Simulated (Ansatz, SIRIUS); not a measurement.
This is a calculation of Sb for SIRIUS 7.10.0. This isn't the form of Sb at room conditions, which is rhombohedral.

sirius.json

```json
{
  "control": {
    "processing_unit": "cpu",
    "verbosity": 2,
    "num_bands_to_print": 23,
    "print_forces": true,
    "print_stress": true
  },
  "parameters": {
    "electronic_structure_method": "pseudopotential",
    "xc_functionals": ["XC_GGA_X_PBE_SOL", "XC_GGA_C_PBE_SOL"],
    "gk_cutoff": 9.0,
    "pw_cutoff": 18.0,
    "ngridk": [9, 9, 5],
    "shiftk": [0, 0, 0],
    "smearing": "fermi_dirac",
    "smearing_width": 0.0018374661,
    "num_bands": 23,
    "num_mag_dims": 0,
    "num_dft_iter": 100,
    "energy_tol": 1e-08,
    "density_tol": 1e-06
  },
  "iterative_solver": {
    "type": "davidson",
    "min_tolerance": 1e-09,
    "tolerance_scale": [0.1, 0.25]
  },
  "mixer": {
    "type": "anderson",
    "beta": 0.7,
    "max_history": 8
  },
  "settings": {
    "tol_ne": 1e-10,
    "pseudo_grid_cutoff": 6.5
  },
  "unit_cell": {
    "lattice_vectors": [
      [1.0, 0.0, 0.0],
      [-0.5, 0.866025403777, 0.0],
      [0.0, 0.0, 1.630677533378]
    ],
    "lattice_vectors_scale": 6.3391475473,
    "atom_coordinate_units": "lattice",
    "atom_types": ["Sb"],
    "atom_files": {
      "Sb": "Sb.json"
    },
    "atoms": {
      "Sb": [
        [0.6666666667, 0.3333333333, 0.75],
        [0.3333333333, 0.6666666667, 0.25]
      ]
    }
  }
}
```

Potentials or basis: PseudoDojo 0.4.1 PBEsol standard (scalar relativistic).

Run with:

```sh
$ upf_to_json Sb.upf
$ OMP_NUM_THREADS=1 sirius.scf --input=sirius.json --output=out.json --task=0
```

Q: Set up the same calculation for Ansatz 0.2.0. Potentials or basis there: all-electron LAPW, scalar-relativistic.

A: As run (cutoffs and basis follow the program's own potentials, and thresholds, step limits or extra output files can differ):

The input input.yaml:

```yaml
crystal:
  lattice:
    - [3.3545324186, 0.0, 0.0]
    - [-1.6772662093, 2.9051102923, 0.0]
    - [0.0, 0.0, 5.47016065]
  atoms:
    - { symbol: Sb, position: [0.6666666667, 0.3333333333, 0.75] }
    - { symbol: Sb, position: [0.3333333333, 0.6666666667, 0.25] }
kpoints:
  mp_grid: { grid: [9, 9, 5] }
scf:
  occupations: { method: fermi_dirac, width: 0.05 }
hamiltonian:
  xc: pbesol
  pseudopotentials: { kind: all_electron, lapw: { basis_error: 0.001 } }
output:
  forces: true
  stress: true
  eigenvalues: true
  populations: true
```

Potentials or basis: all-electron LAPW, scalar-relativistic.

The run is started by

```console
$ ansatz run input.yaml --threads 1 --pin off --max-ram 3072MiB --backend cpu --events-out ev --progress --plain --runs-dir out
```

Both were run:

|  | SIRIUS | Ansatz |
| --- | --- | --- |
| Pressure | -1.6 GPa | -1.6 GPa |

Where Ansatz's input types no cutoff or centring, it takes its own default and a Γ-centred mesh.

Pressure is positive in compression.
